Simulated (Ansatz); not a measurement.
Consider the formal exchange of groups at the Si–Se bond: `CC[Se][SiH2]C` + `FC(F)F` → `C[SiH2]C(F)(F)F` + `CC[SeH]`.

Program: Ansatz. Geometries: PBE0-D4/def2-TZVP. ΔE: electronic, gas phase. CCSD(T)/CBS adds triple-zeta CCSD(T) − MP2 to the extrapolated MP2 energy (def2 sets, frozen cores). This one scheme is used for every species. Functionals use def2-TZVPP. B3LYP here is the variant with VWN-RPA as its local correlation; programs differ in this. For Se outer-core shells are correlated without core-valence functions, which leaves a few kJ/mol of doubt a bond. Scalar relativity is left out up to krypton. Each species was taken in one conformer, which may not be the lowest.

(1) Is it downhill or uphill in electronic energy at CCSD(T)/CBS, and by how much? (An estimate is asked.)

(2) What do these levels give: PBE-D4, PBE0-D4, B3LYP-D4, ωB97X-V, B2PLYP, B3LYP, HF/def2-TZVPP, MP2/def2-TZVPP, CCSD(T)/def2-TZVPP, MP2/def2-QZVPP, HF/CBS(def2), MP2/CBS(def2)? (Best estimate.)

Largest T1 diagnostic among the species: 0.012.

## Answers

(1) Ansatz gave: Uphill: ΔE = +91.6 kJ/mol.

(2) Computed: PBE-D4 85.6, PBE0-D4 92.9, B3LYP-D4 85.2, ωB97X-V 82.6, B2PLYP 86.1, B3LYP 78.7, HF/def2-TZVPP 92.1, MP2/def2-TZVPP 100.4, CCSD(T)/def2-TZVPP 90.7, MP2/def2-QZVPP 100.7, HF/CBS(def2) 91.6, MP2/CBS(def2) 101.3 kJ/mol.

From PBE to PBE0 (25 % exact exchange), in def2-TZVPP and without D4, ΔE moves by +7.6 kJ/mol. The D4 term adds +6.5 kJ/mol with B3LYP and +3.7 kJ/mol with PBE0; it sums over pairs of atoms, weighted by their polarisabilities, and B3LYP, whose exchange is more repulsive, gets the larger term.
